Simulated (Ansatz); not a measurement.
**A strain series on RbBr (zincblende): uniaxial along z, other directions held**

RbBr (zincblende), relaxed with r2SCAN in Ansatz, then strained (uniaxial along z, other directions held; changes of length per length, axes as in the cell below) with the atoms relaxed again within the symmetry that is left. It is cubic, F-43m (No. 216); a = 7.739 Å in the conventional setting, 57.94 Å³ an atom. Rb has 4 Br at 3.35 Å; Br has 4 Rb at 3.35 Å. (Calculated; spin-unpolarised; the phase may be known or hypothetical.)

```
Rb Br
1.0
     0.00000    3.86950    3.86950
     3.86950    0.00000    3.86950
     3.86950    3.86950    0.00000
Rb Br
1 1
Direct
  0.00000 0.00000 0.00000
  0.25000 0.25000 0.25000
```

Gaps are the least over each mesh (PBE 6×6×6, r2SCAN 6×6×6, HSE06 4×4×4 when unstrained) and the special points, which keep their unstrained names; stress is the change from the unstrained cell, compression positive.

```csv
strain (%),"gap, PBE (eV)","gap, r2SCAN (eV)","gap, HSE06 (eV)","edges, HSE06","stress along the strain, r2SCAN (GPa)","energy rise, r2SCAN (meV/atom)"
-5.7,4.136,4.693,5.241,X → Γ,+0.52,5.4
-1.5,4.091,4.661,5.191,X → Γ,+0.13,0.4
0.0,4.075,4.649,5.172,X → Γ,0.00,0.0
+5.77,3.971,4.564,5.060,X → Γ,-0.50,5.2
```

Between zero and the nearest strains the slope of the HSE06 gap against strain is -0.012 eV per percent for negative and -0.019 for positive strain.

The runs are scalar-relativistic, without spin-orbit coupling.

The meshes of the hybrids are coarse, so their gaps aren't converged to the digits shown.

For some runs the program warns that the potential is rough where the density is thin, which bears on the empty states there.
